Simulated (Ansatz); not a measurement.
A plane-wave DFT run in Ansatz 0.2.0 (scalar-relativistic PAW potentials unless the input names others): input and command.

```yaml
crystal:
  lattice:
    - [0.118794, 2.9573469315, 2.9573469315]
    - [3.0761409315, 0.0, 3.0761409315]
    - [3.0761409315, 3.0761409315, 0.0]
  atoms:
    - { symbol: Pb, position: [0.0, 0.0, 0.0] }
    - { symbol: F, position: [0.2142857326, 0.2619047558, 0.2619047558] }
    - { symbol: F, position: [0.7857142674, 0.7380952442, 0.7380952442] }
basis:
  ecutwfc: 420
kpoints:
  mp_grid: { grid: [8, 7, 9] }
hamiltonian:
  xc: pbe
scf:
  occupations: { method: gaussian, width: 0.02 }
  max_iter: 80
output:
  forces: true
  eigenvalues: true
  stress: true
```

```bash
ansatz run input.yaml --threads 1 --pin off --max-ram 1331MiB --backend cpu --events-out ev --progress --plain --runs-dir out
```

Abridged log:
```
Warning: crystal.symmetry: narrowed to the stabiliser of the k-point mesh — unitary ops 12 → 2; excluded 10 operations that carry a point of the 8×7×9 mesh (shift [0, 0, 0]) off the mesh (the run samples exactly the mesh kpoints.mp_grid names, as under crystal.symmetry.detect: false, and its converged state has the mesh's symmetry, not the crystal's; ε∞, the Born charges and the force constants of a linear response (`dielectric:` by the response, `phonons.method: dfpt`) are averaged over those of the crystal's operations that the state keeps within a tolerance, where `mesh_tensors`, `unaverage ...
Pseudopotentials: kind: paw
Pseudopotential: Pb, paw, valence charge 14, recommended cutoff 420 eV (normal)
Pseudopotential: F, paw, valence charge 7, recommended cutoff 420 eV (normal)
Functional definition: PBE
Crystal: 3 atoms, lattice volume = 54.845 Å³
Basis set: ecut = 420 eV, 1049 PW (Γ), exchange–correlation on 60×60×60 points (8 copies of the dense FFT grid, shifted against one another)
Bands: 18, of which v1, the nominal top of the filled ones, is band 14 counted from 1 (13 counted from 0)
Symmetry: 2 space group operations
k-points: 253 of 504
Initial density: superposition of atomic densities (neutral atoms: chi_scale 0, normalization atom), corrected by the library's trained network
Initial wavefunctions: pseudopotential atomic-orbital guess
Functional: x = pbe(κ = 0.804, μ = 0.21951497), c = pbe(β = 0.06672455)
SCF iter   1: F=—  HF=-13524.670171 eV  |F-HF|=—  |Δ(HF+E_count)|=         —  Δρ=5.57e-4  dr2=5.93e-5  ethr=1.77e-3  ⟨swp⟩=6.1  Hψ=22602  notcnv=0
SCF iter   2: F=—  HF=-13524.669860 eV  |F-HF|=—  |Δ(HF+E_count)|=   3.11e-4  Δρ=3.85e-4  dr2=3.32e-5  ethr=2.12e-7  ⟨swp⟩=3.4  Hψ=13988  notcnv=0
SCF iter   3: F=—  HF=-13524.669885 eV  |F-HF|=—  |Δ(HF+E_count)|=   2.50e-5  Δρ=1.90e-4  dr2=4.02e-6  ethr=1.19e-7  ⟨swp⟩=2.8  Hψ=7794  notcnv=0
SCF iter   4: F=—  HF=-13524.669935 eV  |F-HF|=—  |Δ(HF+E_count)|=   4.97e-5  Δρ=9.80e-5  dr2=3.56e-6  ethr=1.44e-8  ⟨swp⟩=2.0  Hψ=8096  notcnv=0
SCF iter   5: F=—  HF=-13524.669933 eV  |F-HF|=—  |Δ(HF+E_count)|=   1.24e-6  Δρ=2.74e-5  dr2=2.90e-7  ethr=1.27e-8  ⟨swp⟩=2.1  Hψ=7553  notcnv=0
SCF iter   6: F=-13524.669933 eV  HF=-13524.669933 eV  |F-HF|=6.25e-9  |Δ(HF+E_count)|=   1.31e-7  Δρ=2.21e-6  dr2=5.45e-10  ethr=3.57e-10  ⟨swp⟩=5.0  Hψ=18905  notcnv=0
SCF 1 converged in 6 iterations: F = -13524.669933 eV  dr2 = 5.45e-10
SCF converged after 6 iterations
Free energy (F): -13524.669933 eV
Harris-Foulkes:  -13524.669933 eV  (|F-HF|=6.25e-9)
Internal energy: -13524.669933 eV  (E = F + TS)
E sigma→0 (E₀):  -13524.669933 eV
Fermi energy:    6.468764 eV
--- Forces (eV/Å), atoms counted from 1 ---
  atom   1  Pb     0.00000000     0.00000000     0.00000000
  atom   2  F     -0.16292830     0.16294331     0.16293796
  atom   3  F      0.16292830    -0.16294331    -0.16293796
--- Stress (GPa, compression-positive) ---
       -1.184614      -0.108834      -0.108774
       -0.108834      -1.184523       0.108635
       -0.108774       0.108635      -1.184532
  P = ⅓ Tr σ = -1.1846 GPa (-11.846 kbar)
```

One setting here is unusual or wrong in general: a mesh that breaks the symmetry (kpoints.mp_grid.grid: [8, 8, 8] → [8, 7, 9]). For this cell it did little harm to the result: the run converged in 6 SCF iterations (reference: 6) with an energy at zero smearing 0.01 meV/atom above the reference's, pressure -1.18 GPa, largest force 0.282 eV/Å, gap on the mesh 4.36 eV. The program drops the symmetry operations that the mesh breaks, which leaves more k-points to solve, 253 here. A reference run from the same start on usual settings converged with pressure -1.18 GPa, largest force 0.282 eV/Å, gap on the mesh 4.31 eV.